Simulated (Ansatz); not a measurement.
Crystal: BaTe.

```
Ba Te
1.0
     0.00000    3.41000    3.41000
     3.41000    0.00000    3.41000
     3.41000    3.41000    0.00000
Ba Te
1 1
Direct
  0.00000 0.00000 0.00000
  0.50000 0.50000 0.50000
```

Base run:

- Program: Ansatz 0.2.0
- Functional: PBEsol
- Potentials or basis: Ansatz PAW
- Cutoff: 420 eV (not typed: the program's choice for these potentials)
- k mesh: 7 × 7 × 7
- Occupations: fermi-dirac, width 0.05 eV
- Spin: no spin polarisation

Its results: band gap on the k mesh 1.39 eV, indirect (least direct gap 1.74 eV); pressure 1.9 GPa.

Q: The run is repeated on the same cell with these changes: functional from PBEsol to LDA. What comes out?

A: Band gap on the k mesh 1.36 eV, indirect (least direct gap 1.71 eV); pressure 0.7 GPa.

LDA binds more tightly than PBEsol, so the same cell stands under less pressure.

Caveats: the k mesh misses the band edges, so the gap on the mesh is wider than the one along the path; spin-orbit coupling is left out, which moves the levels of the heavy elements; the PAW data sets come from PBE, with cores solved anew for the run's functional, which leaves a small shift of forces and pressure.
